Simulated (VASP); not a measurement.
Input of a VASP 6.6.1 run:

INCAR

```
SYSTEM = Si
ALGO = Fast ; EDIFF = 1E-7
ENCUT = 520 ; GGA = PE
ISIF = 2 ; ISMEAR = -1
LASPH = .TRUE. ; LCHARG = .FALSE.
LREAL = Auto ; LWAVE = .FALSE.
NBANDS = 46 ; NELM = 100
PREC = Accurate ; SIGMA = 0.3
```

File KPOINTS:

```
k-points
0
G
  2 2 2
  0 0 0
```

Contents of POSCAR:

```
Si
1.0
    0.0000000000      5.4300000000      5.4300000000
    5.4300000000      0.0000000000      5.4300000000
    5.4300000000      5.4300000000      0.0000000000
Si
16
Direct
   -0.0748710866     -0.0645027624      0.1692909761
    0.2260957643     -0.0065561694      0.1764640884
    0.0658379374      0.0446961326      0.6094475138
    0.0350000000      0.2870257827      0.8299355433
    0.1168692449      0.3021178637      0.2383057090
    0.2505432781      0.5937476980      0.1814825046
   -0.0288674033      0.5842817680      0.5225690608
   -0.0057826888      0.6906445672      0.7474033149
    0.4341252302      0.0654143646     -0.2908655617
    0.5686556169      0.0004235727      0.1418047882
    0.3578360958      0.1958471455      0.4269889503
    0.7636464088      0.1274585635      0.5285082873
    0.7179650092      0.2794567219      0.1612983425
    0.5834254144      0.6416206262     -0.0906813996
    0.3334898711      0.6366390424      0.4310405157
    0.6560220994      0.6216758748      0.2170165746
```

Potentials or basis: VASP PAW PBE potentials, release 64 (Si).

The run is started by

```sh
$ cat potpaw_PBE.64/Si/POTCAR > POTCAR
$ mpirun -np 1 vasp_std > vasp.out
```

What does it give for the pressure?

-0.5 GPa.

What does it give for the band gap on the k mesh?

None (metal or under the smearing width).

Stress tensor (GPa, compression positive):
```
-0.73  0.18 -0.81
 0.18 -0.85  0.49
-0.81  0.49  0.00
```

Caveat: the k mesh is coarse (spacing up to 0.50 Å⁻¹), so the values aren't converged; forces of over 1 eV/Å show positions far from the minimum, so gaps and moduli don't describe the material at rest.
